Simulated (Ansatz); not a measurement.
Relaxed ZrO2 (tetragonal-ZrO2 type, space group P4_2/nmc):

```
CELL_PARAMETERS angstrom
      3.62104     0.00000     0.00000
      0.00000     3.62104     0.00000
      0.00000     0.00000     5.28279
ATOMIC_POSITIONS crystal
  Zr 0.00000 0.00000 0.00000
  Zr 0.50000 0.50000 0.50000
  O  0.00000 0.50000 0.19278
  O  0.00000 0.50000 0.69278
  O  0.50000 0.00000 0.30722
  O  0.50000 0.00000 0.80722
```

Computed with PBE (plane waves to 420 eV, PAW, scalar-relativistic; Ansatz, a quantum-chemistry and plane-wave program). k mesh 7×7×5 (Γ-centred), Fermi-Dirac smearing 0.05 eV. This is a high-temperature form of ZrO2. ZrO2 is run without spin polarisation. ZrO2 was relaxed with its symmetry unable to fall.

One atom of the cell was then moved (with its periodic images), all else fixed, and the forces (eV/Å) came out as:

```tsv
atom	Fx	Fy	Fz
Zr1	1.449	0.000	0.725
Zr2	0.111	0.000	-0.152
O3	0.112	0.000	-0.124
O4	2.497	0.000	0.106
O5	0.145	0.000	-1.282
O6	-4.313	0.000	0.727
```

Problem. Which atom was moved, and by which vector (Å)?

Solution. O6, by (0.37, 0.00, -0.21), 0.42 Å in all.

(A displaced cell: forces are minus the slopes of the energy, force constants its curvatures, and phonons follow from these.)
